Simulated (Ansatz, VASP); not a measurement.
## Ru in VASP and in Ansatz

The input INCAR:

```
ALGO = Normal ; EDIFF = 1E-6
ENCUT = 520 ; GGA = PE
ISIF = 2 ; ISMEAR = -1
LASPH = True ; LCHARG = True
LELF = True ; LREAL = False
LVHAR = True ; LWAVE = False
NBANDS = 21 ; NELM = 80
PREC = Accurate ; SIGMA = 0.05
```

The input KPOINTS:

```
k-points
0
Gamma
  11 11 6
```

Contents of POSCAR:

```
Ru
1.0
    2.7237197275      0.0000000000      0.0000000000
   -1.3618598638      2.3588104769      0.0000000000
    0.0000000000      0.0000000000      4.3102577801
Ru
2
Direct
    0.6666666667      0.3333333333      0.7500000000
    0.3333333333      0.6666666667      0.2500000000
```

Contents of input.yaml:

```yaml
crystal:
  lattice:
    - [2.7237197275, 0.0, 0.0]
    - [-1.3618598638, 2.3588104769, 0.0]
    - [0.0, 0.0, 4.3102577801]
  atoms:
    - { symbol: Ru, position: [0.6666666667, 0.3333333333, 0.75] }
    - { symbol: Ru, position: [0.3333333333, 0.6666666667, 0.25] }
kpoints:
  mp_grid: { grid: [11, 11, 6] }
scf:
  occupations: { method: fermi_dirac, width: 0.05 }
hamiltonian:
  xc: pbe
  pseudopotentials: { kind: all_electron, lapw: { basis_error: 0.0005 } }
output:
  forces: true
  stress: true
  eigenvalues: true
```

Change from the starting cell: volume scaled by 1.02.

Alike in both runs: task single point; functional PBE; k mesh 11 × 11 × 6; occupations fermi-dirac, width 0.05 eV; no spin polarisation.

```csv
,VASP,Ansatz
version,VASP 6.6.1,Ansatz 0.2.0
potentials or method,"VASP PAW PBE potentials, release 64 (Ru_pv)","all-electron LAPW, scalar-relativistic"
plane-wave cutoff (eV),520,see its input
```

Ansatz gave:

```
gap on the k mesh at the Fermi level (eV)       : none
pressure (GPa)                                  : -1.8
largest component of the traceless stress (GPa) : 0.34
```

**Question.** What did VASP give for the same quantities?

**Answer.** gap on the k mesh at the Fermi level (eV): none; pressure (GPa): -1.8; largest component of the traceless stress (GPa): 0.31.

A gap of «none» marks a metal or a gap that the smearing closes. Ansatz ran all-electron here, so the differences hold the error of VASP's frozen core and of both bases.
